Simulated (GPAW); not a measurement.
Runs of GPAW 26.7.0 on Na. All rows change the cell; the cell of one of them follows. The typed cell holds 1 atom: a = 3.736 Å, b = 3.604 Å, c = 3.719 Å, α = 107.18°, β = 110.23°, γ = 112.18°. 

| task | level | potentials or basis | eigensolver | data set | gap on the mesh (eV) | pressure (GPa) |
| --- | --- | --- | --- | --- | --- | --- |
| single point | PBE+D3 | GPAW PAW data sets (gpaw-data 1.2.1), pw | - | - | none | -0.4 |
| electron localisation function | rSCAN | GPAW PAW data sets (gpaw-data 1.2.1), pw | - | - | none | (a) |
| single point | PBE | GPAW PAW data sets (gpaw-data 1.2.1), pw | - | - | none | -0.2 |
| single point | OLYP+D3(BJ) | PAW data sets generated in the run's folder for this functional, pw | davidson | - | none | -1.2 |
| single point | PBE+D4 | GPAW PAW data sets (gpaw-data 1.2.1), other valence, pw | - | Na 1 | none | -0.2 |

Alike in all rows: no spin polarisation; cell sheared at random, sigma 0.03, atoms nudged by 0.01 Å; k mesh 9 × 9 × 9; cutoff (eV) 800; smearing fermi-dirac 0.05 eV.

**Question.** Estimate the missing entries.

**Answer.** (a) 0.1.

Caveats: pairwise dispersion overbinds metals, which lowers pressure and volume (some runs); the PAW data sets were made with another functional, which shifts forces and pressure a little (some runs).

A gap of «none» marks a metal or a gap under the smearing width.

The runs don't all hold the same shells in valence.
